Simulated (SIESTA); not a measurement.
**Pd in SIESTA: the effect of basis**

The system is Pd.

```xyz
2
Lattice="2.7837 0.0000 0.0000 -1.3918 2.4107 0.0000 0.0000 0.0000 4.6289" Properties=species:S:1:pos:R:3 pbc="T T T"
Pd    0.0000    1.6071    1.1572
Pd    1.3918    0.8036    3.4717
```

This isn't the form of Pd at room conditions, which is fcc.

Alike in all runs:

| Item | Value |
| --- | --- |
| Program | SIESTA 5.4.2 |
| Task | band structure |
| Functional | PBEsol |
| Potentials or basis | PseudoDojo 0.4 standard (PBEsol files) |
| Grid cutoff | 800 Ry |
| Energy shift | 0.003 Ry |
| k mesh | 11 × 11 × 6 |
| Occupations | fermi-dirac, width 0.05 eV |
| Spin | no spin polarisation |

```csv
basis,pressure (GPa)
SZ,?
SZP,-12.5
DZ,-12.1
DZP,-9.3
TZP,-9.1
TZDP,-9.0
```

**Question.** What does the run with basis SZ give?

**Answer.** Pressure -4.1 GPa.

Caveats: the basis of atomic orbitals isn't converged, which shifts pressures, moduli and gaps; the basis has no polarisation orbitals (some runs).
